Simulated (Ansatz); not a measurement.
# Relativity in HfN

```xyz
2
Lattice="0.0000 2.2590 2.2590 2.2590 0.0000 2.2590 2.2590 2.2590 0.0000" Properties=species:S:1:pos:R:3 pbc="T T T"
Hf    0.0000    0.0000    0.0000
N     2.2590    2.2590    2.2590
```

Atom numbers follow the list: Hf1, N2.

The cell comes from COD entry 1539063, which wasn't checked; take it as a given geometry.

Spin polarisation is left out, and whether a magnetic state lies lower isn't shown here.

One fixed cell is solved with PBE by full-potential LAPW in Ansatz 0.2.0 under different relativistic treatments. Pressure is positive in compression.

Numerical set-up: a Γ-centred 10×10×10 k mesh, Fermi–Dirac smearing of 0.03 eV, basis error target 1 meV/atom, no spin polarisation.

Order the settings by the pressure that they give at this fixed cell, lowest first.
A. with spin–orbit coupling
B. scalar-relativistic
C. non-relativistic

A (5.16 GPa), B (5.50 GPa), C (19.10 GPa).

| setting | P (GPa) | lowest level at Γ above −25 eV, from the valence-band top or, without a gap, the Fermi level (eV) |
| --- | --- | --- |
| scalar-relativistic | 5.50 | -17.57 |
| non-relativistic | 19.10 | -17.99 |
| with spin–orbit coupling | 5.16 | -17.58 |
